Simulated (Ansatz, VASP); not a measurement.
One calculation of BN, two programs

```
B N
1.0
     2.48895    0.00000    0.00000
    -1.24447    2.15549    0.00000
     0.00000    0.00000    6.49016
B N
2 2
Direct
  0.33333 0.66667 0.25000
  0.66667 0.33333 0.75000
  0.33333 0.66667 0.75000
  0.66667 0.33333 0.25000
```

Alike in both runs: functional LDA; k mesh 12 × 12 × 4; no spin polarisation.

Ansatz relaxed the structure, and its values are those at the end. VASP's run is a single point on that final structure, the one shown.

|  | VASP | Ansatz |
| --- | --- | --- |
| version | VASP 6.6.1 | Ansatz 0.2.0 |
| potentials or method | VASP PAW LDA potentials, release 64 (B, N) | scalar-relativistic, plane waves, PAW |
| plane-wave cutoff (eV) | 520 | 420 |
| occupations | gaussian, width 0.01 eV | fixed |
| valence electrons in the cell | 16 | 16 |

VASP gave:

* gap on the k mesh at the Fermi level (eV): 4.05
* least direct gap on the mesh (eV): 4.47
* pressure (GPa): 0.5

Q: Which values does Ansatz return?

A: gap on the k mesh at the Fermi level (eV): 4.07; least direct gap on the mesh (eV): 4.48; pressure (GPa): 0.0.

A k mesh can miss the band edges.
